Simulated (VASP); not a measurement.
# SiC4 (Im-3m) in VASP: further runs

Aim: see how the results for SiC4 move with the level of theory and the settings. Levels: PBE, RPBE. Tasks: relaxation of cell and atoms, electron localisation function.

Program: VASP 6.6.1. These are calculated values, not measurements. Logs are shortened: lines on timing, memory, paths and dates and some standing lists are left out, and cuts for length are marked.

## 1. Starting point

Symmetry: Im-3m, No. 229, cubic system. Conventional cell: a = 4.376 Å, b = 4.376 Å, c = 4.376 Å, α = 90.00°, β = 90.00°, γ = 90.00°. Si (site symmetry m-3m) is surrounded by 8 C at 1.90 Å. C (site symmetry -3m) has 2 Si at 1.90 Å as nearest neighbours.

The cell was built by a generator and needn't be a form met in nature.

## 2. Relaxation of cell and atoms, PBE

Input file INCAR:

```
SYSTEM = SiC4
  ALGO = Fast
  EDIFF = 1E-6
  EDIFFG = -0.01
  ENCUT = 600
  GGA = PE
  IBRION = 2
  ISIF = 3
  ISMEAR = 0
  LASPH = .TRUE.
  LCHARG = .FALSE.
  LREAL = .FALSE.
  LWAVE = .FALSE.
  NELM = 100
  NSW = 60
  PREC = Accurate
  SIGMA = 0.05
```

Input file KPOINTS:

```
k-points
0
G
  9 9 9
  0 0 0
```

Input file POSCAR:

```
SiC4
1.0
   -2.1882200000      2.1882200000      2.1882200000
    2.1882200000     -2.1882200000      2.1882200000
    2.1882200000      2.1882200000     -2.1882200000
Si C
1 4
Direct
    0.0000000000      0.0000000000      0.0000000000
    0.0000000000      0.0000000000      0.5000000000
    0.0000000000      0.5000000000      0.0000000000
    0.5000000000      0.0000000000      0.0000000000
    0.5000000000      0.5000000000      0.5000000000
```

Potentials or basis: VASP PAW PBE potentials, release 64 (Si, C).

Launch:

```bash
$ cat potpaw_PBE.64/Si/POTCAR potpaw_PBE.64/C/POTCAR > POTCAR
$ mpirun -np 1 vasp_std > vasp.out
```

OUTCAR:

```text
SYSTEM = SiC4
   EDIFF = 1E-6
   EDIFFG = -0.01
   ENCUT = 600
   GGA = PE
   IBRION = 2
   ISIF = 3
   ISMEAR = 0
   LASPH = .TRUE.
   LREAL = .FALSE.
   NELM = 100
   NSW = 60
   PREC = Accurate

 ion  position               nearest neighbor table
   1  0.000  0.000  0.000-   2 1.90   3 1.90   4 1.90   5 1.90   2 1.90   3 1.90   4 1.90   5 1.90

   2  0.000  0.000  0.500-   1 1.90   1 1.90
   3  0.000  0.500  0.000-   1 1.90   1 1.90
   4  0.500  0.000  0.000-   1 1.90   1 1.90
   5  0.500  0.500  0.500-   1 1.90   1 1.90

  LATTYP: Found a body centered cubic cell.
 ALAT       =     4.3764400000

  Lattice vectors:

 A1 = (  -2.1882200000,   2.1882200000,   2.1882200000)
 A2 = (   2.1882200000,  -2.1882200000,   2.1882200000)
 A3 = (   2.1882200000,   2.1882200000,  -2.1882200000)

Analysis of symmetry for initial positions (statically):
=====================================================================
 Subroutine PRICEL returns:
 Original cell was already a primitive cell.

 Routine SETGRP: Setting up the symmetry group for a
 body centered cubic supercell.

 Subroutine GETGRP returns: Found 48 space group operations
 (whereof 48 operations were pure point group operations)
 out of a pool of 48 trial point group operations.

The static configuration has the point symmetry O_h .

Analysis of symmetry for dynamics (positions and initial velocities):
=====================================================================
 Subroutine PRICEL returns:
 Original cell was already a primitive cell.

 Routine SETGRP: Setting up the symmetry group for a
 body centered cubic supercell.

 Subroutine GETGRP returns: Found 48 space group operations
 (whereof 48 operations were pure point group operations)
 out of a pool of 48 trial point group operations.

The dynamic configuration has the point symmetry O_h .

 Subroutine INISYM returns: Found 48 space group operations
 (whereof 48 operations are pure point group operations),
 and found     1 'primitive' translations

----------------------------------------------------------------------------------------

                                     Primitive cell

  volume of cell :      41.9115

  direct lattice vectors                    reciprocal lattice vectors
    -2.188220000  2.188220000  2.188220000     0.000000000  0.228496221  0.228496221
     2.188220000 -2.188220000  2.188220000     0.228496221  0.000000000  0.228496221
     2.188220000  2.188220000 -2.188220000     0.228496221  0.228496221  0.000000000

  length of vectors
     3.790108218  3.790108218  3.790108218     0.323142454  0.323142454  0.323142454

  position of ions in fractional coordinates (direct lattice)
     0.000000000  0.000000000  0.000000000
     0.000000000  0.000000000  0.500000000
     0.000000000  0.500000000  0.000000000
     0.500000000  0.000000000  0.000000000
     0.500000000  0.500000000  0.500000000

  ion indices of the primitive-cell ions
   primitive index   ion index
                 1           1
                 2           2
                 3           3
                 4           4
                 5           5

----------------------------------------------------------------------------------------

 KPOINTS: k-points

Automatic generation of k-mesh.
 Grid dimensions read from file:
 generate k-points for:    9    9    9

 Generating k-lattice:

  Cartesian coordinates                     Fractional coordinates (reciprocal lattice)
     0.000000000  0.025388469  0.025388469     0.111111111  0.000000000  0.000000000
     0.025388469  0.000000000  0.025388469     0.000000000  0.111111111  0.000000000
     0.025388469  0.025388469  0.000000000     0.000000000  0.000000000  0.111111111

  Length of vectors
     0.035904717  0.035904717  0.035904717

  Shift w.r.t. Gamma in fractional coordinates (k-lattice)
     0.000000000  0.000000000  0.000000000

 Subroutine IBZKPT returns following result:
 ===========================================

 Found     35 irreducible k-points:

 Following reciprocal coordinates:
            Coordinates               Weight
  0.000000  0.000000  0.000000      1.000000
  0.111111  0.000000  0.000000     12.000000
  0.222222  0.000000  0.000000     12.000000
  0.333333  0.000000  0.000000     12.000000
  0.444444  0.000000  0.000000     12.000000
  0.111111  0.111111  0.000000     24.000000
[... 16 lines left out ...]
 -0.333333  0.444444  0.111111     48.000000
 -0.444444 -0.444444  0.111111     24.000000
 [... further k-points ...]
   k-points           NKPTS =     35   k-points in BZ     NKDIM =     35   number of bands    NBANDS=     14
   number of dos      NEDOS =    301   number of ions     NIONS =      5
   total plane-waves  NPLWV =  27000
   dimension x,y,z NGX =    30 NGY =   30 NGZ =   30
   dimension x,y,z NGXF=    60 NGYF=   60 NGZF=   60
   ions per type =               1   4
   NGX,Y,Z   is equivalent  to a cutoff of  13.16, 13.16, 13.16 a.u.
   NGXF,Y,Z  is equivalent  to a cutoff of  26.32, 26.32, 26.32 a.u.
 SYSTEM =  SiC4
   PREC   = accura    normal or accurate (medium, high low for compatibility)
   ISTART =      0    job   : 0-new  1-cont  2-samecut
   ICHARG =      2    charge: 1-file 2-atom 10-const
   ISPIN  =      1    spin polarized calculation?
   LNONCOLLINEAR =      F non collinear calculations
   LSORBIT =      F    spin-orbit coupling
   LASPH  =      T    aspherical Exc in radial PAW
   ENCUT  =  600.0 eV  44.10 Ry    6.64 a.u.   7.57  7.57  7.57*2*pi/ulx,y,z
   NELM   =    100;   NELMIN=  2; NELMDL= -5     # of ELM steps
   EDIFF  = 0.1E-05   stopping-criterion for ELM
   LREAL  =      F    real-space projection
   EDIFFG = -.1E-01   stopping-criterion for IOM
   NSW    =     60    number of steps for IOM
   IBRION =      2    ionic relax: 0-MD 1-quasi-New 2-CG
   NFREE  =      1    steps in history (QN), initial steepest desc. (CG)
   ISIF   =      3    stress and relaxation
   ISYM   =      2    0-nonsym 1-usesym 2-fastsym
   POTIM  = 0.5000    time-step for ionic-motion
   TEBEG  =    0.0;   TEEND  =   0.0 temperature during run
   PSTRESS=    0.0 pullay stress
   NELECT =      20.0000    total number of electrons
   NUPDOWN=      -1.0000    fix difference up-down
   EMIN   =  10.00;   EMAX   =-10.00  energy-range for DOS
   EFERMI =   0.00;   METHOD = LEGACY
   ISMEAR =     0;   SIGMA  =   0.05  broadening in eV -4-tet -1-fermi 0-gaus
   EFERMI_NEDOS =   21; number of points for ismear=-14 and -15
   IALGO  =     68    algorithm
   IMIX   =      4    mixing-type and parameters
     AMIX     =   0.40;   BMIX     =  1.00
     AMIX_MAG =   1.60;   BMIX_MAG =  1.00
  volume/ion in A,a.u.               =       8.38        56.57
  Fermi-wavevector in a.u.,A,eV,Ry     =   1.279304  2.417535 22.267559  1.636619
  Thomas-Fermi vector in A             =   2.411797
   LORBIT       =      0    0 simple, 1 ext, 2 COOP (PROOUT), +10 PAW based schemes
   GGA     = PE    functional components
   LHFCALC =     F    Hartree Fock is set to
   AEXX    =    0.0000 exact exchange contribution
   IVDW    =     0    specifies the selected vdW correction
   LEPSILON=     F    determine dielectric tensor
   LRPA    =     F    only Hartree local field effects (RPA)
 conjugate gradient relaxation of ions
 non-spin polarized calculation
 RMM-DIIS sequential band-by-band and
 Gauss-broadening in eV      SIGMA  =   0.05
  energy-cutoff  :      600.00
  volume of cell :       41.91
 maximum number of plane-waves:      1433
   NGX = 15   NGY = 15   NGZ = 15

--------------------------------------- Ionic step        1  -------------------------------------------

 number of electron      19.9999999 magnetization

 Free energy of the ion-electron system (eV)
  ---------------------------------------------------
  ext. energy  EPLUGINS =         0.00000000
  ---------------------------------------------------
  free energy    TOTEN  =       -28.70504076 eV

  energy without entropy =      -28.70223061  energy(sigma->0) =      -28.70363568

------------------------ aborting loop because EDIFF is reached ----------------------------------------

  FORCE on cell =-STRESS in cart. coord.  units (eV):
  Direction    XX          YY          ZZ          XY          YZ          ZX
  --------------------------------------------------------------------------------------
  -------------------------------------------------------------------------------------
  Total        0.1468006      0.1468006      0.1468006     -0.0000000     -0.0000000      0.0000000
  in kB        5.6118440      5.6118440      5.6118440     -0.0000000     -0.0000000      0.0000000
  external PRESSURE =       5.6118440 kB  Pullay stress =       0.0000000 kB
[... 63 lines left out ...]
  energy  without entropy=      -28.7026825109  energy(sigma->0) =      -28.70396506

--------------------------------------- Ionic step        3  -------------------------------------------

 number of electron      19.9999999 magnetization

 Free energy of the ion-electron system (eV)
  ---------------------------------------------------
  ext. energy  EPLUGINS =         0.00000000
  ---------------------------------------------------
  free energy    TOTEN  =       -28.70527362 eV

  energy without entropy =      -28.70264995  energy(sigma->0) =      -28.70396178

 E-fermi :   8.1907     XC(G=0): -11.9579

 val. band max:        8.1812076648   @ k =   0.3333   0.2222  -0.0000
 cond. band min:       8.2503093706   @ k =   0.4444   0.0000   0.0000
 fundamental gap:      0.0691017058
 Fermi energy:         8.1906716602

 k-point     1 :       0.0000    0.0000    0.0000
  band No.  band energies     occupation
      1     -10.0459      2.00000
      2       0.2218      2.00000
      3       0.2218      2.00000
      4       0.2218      2.00000
      5       0.3296      2.00000
      6       0.3296      2.00000
      7       0.3296      2.00000
      8       4.0255      2.00000
      9       4.0255      2.00000
     10       4.0255      2.00000
     11       9.4826      0.00000
     12      11.6362      0.00000
     13      11.6362      0.00000
     14      11.6362      0.00000
[... 375 lines left out ...]
 k-point    24 :      -0.4444   -0.4444    0.1111
  band No.  band energies     occupation
      1      -7.2311      2.00000
      2      -5.8485      2.00000
      3      -3.9600      2.00000
      4      -0.8132      2.00000
      5       0.0348      2.00000
      6       2.7664      2.00000
      7       3.5467      2.00000
      8       4.0235      2.00000
      9       5.9340      2.00000
     10       8.4192      0.00000
     11       9.1646      0.00000
     12      10.3099      0.00000
     13      10.7480      0.00000
     14      11.5373      0.00000

 [... further k-points ...]
[... 5 lines left out ...]
  --------------------------------------------------------------------------------------
  -------------------------------------------------------------------------------------
  Total        0.0013492      0.0013492      0.0013492      0.0000000      0.0000000     -0.0000000
  in kB        0.0514164      0.0514164      0.0514164      0.0000000      0.0000000     -0.0000000
  external PRESSURE =       0.0514164 kB  Pullay stress =       0.0000000 kB
[... 20 lines left out ...]
  FREE ENERGIE OF THE ION-ELECTRON SYSTEM (eV)
  ---------------------------------------------------
  free  energy   TOTEN  =       -28.7052736154 eV

  energy  without entropy=      -28.7026499544  energy(sigma->0) =      -28.70396178

 reached required accuracy - stopping structural energy minimisation
```

Wall time 26 s (1 thread of Intel Xeon 6975P-C (Granite Rapids), shared host); peak memory 0.17 GiB.

What came out:

| Quantity | Value |
| --- | --- |
| Free energy | -28.7053 eV |
| Relaxed volume | 8.41 Å³/atom |
| Relaxed cell | a = 3.794 Å, b = 3.794 Å, c = 3.794 Å, α = 109.47°, β = 109.47°, γ = 109.47° |
| Space group after relaxing (to 0.05 Å) | Im-3m (No. 229) |
| Energy gained by relaxing | 0.0 meV/atom |
| Ionic steps | 3 |
| Pressure after relaxing | 0.0 GPa |
| Band gap on the k mesh | none (metal or under the smearing width) |

Step by step:
```csv
step,energy change (eV),largest force (eV/Å),pressure (GPa),volume (Å³)
1,0.0000,0.0000,0.56,41.91
2,-0.0002,0.0000,-0.22,42.09
3,-0.0002,0.0000,0.01,42.04
```

Final structure:
```
Si C
1.0
    -2.19052    2.19052    2.19052
     2.19052   -2.19052    2.19052
     2.19052    2.19052   -2.19052
Si C
1 4
Direct
  0.00000 0.00000 0.00000
  0.00000 0.00000 0.50000
  0.00000 0.50000 0.00000
  0.50000 0.00000 0.00000
  0.50000 0.50000 0.50000
```

Levels at points of the mesh, in eV from the Fermi level:
| k point | band 6 | band 7 | band 8 | band 9 | band 10 | band 11 | band 12 | band 13 | band 14 |
| --- | --- | --- | --- | --- | --- | --- | --- | --- | --- |
| (0.00, 0.00, 0.00) | -7.86 | -7.86 | -4.17 | -4.17 | -4.17 | 1.29 | 3.45 | 3.45 | 3.45 |

## 3. Electron localisation function, RPBE

Input file INCAR:

```
SYSTEM = SiC4
  ALGO = Fast
  EDIFF = 1E-7
  ENCUT = 520
  GGA = RP
  ISIF = 2
  ISMEAR = 0
  LASPH = .True.
  LCHARG = .True.
  LELF = .True.
  LREAL = .False.
  LWAVE = .False.
  NELM = 100
  PREC = Accurate
  SIGMA = 0.1
```

Input file KPOINTS:

```
k-points
0
Gamma
  9 9 9
  0 0 0
```

POSCAR is that of step 2.

Potentials or basis: VASP PAW PBE potentials, release 64 (Si, C).

Launch:

```bash
$ cat potpaw_PBE.64/Si/POTCAR potpaw_PBE.64/C/POTCAR > POTCAR
$ mpirun -np 1 vasp_std > vasp.out
```

Wall time 17 s (1 thread of Intel Xeon 6975P-C (Granite Rapids), shared host); peak memory 0.15 GiB.

The run converged. Its results:

| Item | Value |
| --- | --- |
| Free energy | -26.7713 eV |
| Pressure | 4.0 GPa |
| Band gap on the k mesh | none (metal or under the smearing width) |

Levels at points of the mesh, in eV from the Fermi level:
| k point | band 8 | band 9 | band 10 | band 11 | band 12 | band 13 |
| --- | --- | --- | --- | --- | --- | --- |
| (0.00, 0.00, 0.00) | -4.18 | -4.18 | -4.18 | 1.38 | 3.49 | 3.49 |

Caveat: the PAW data sets were made with another functional, which shifts forces and pressure a little.
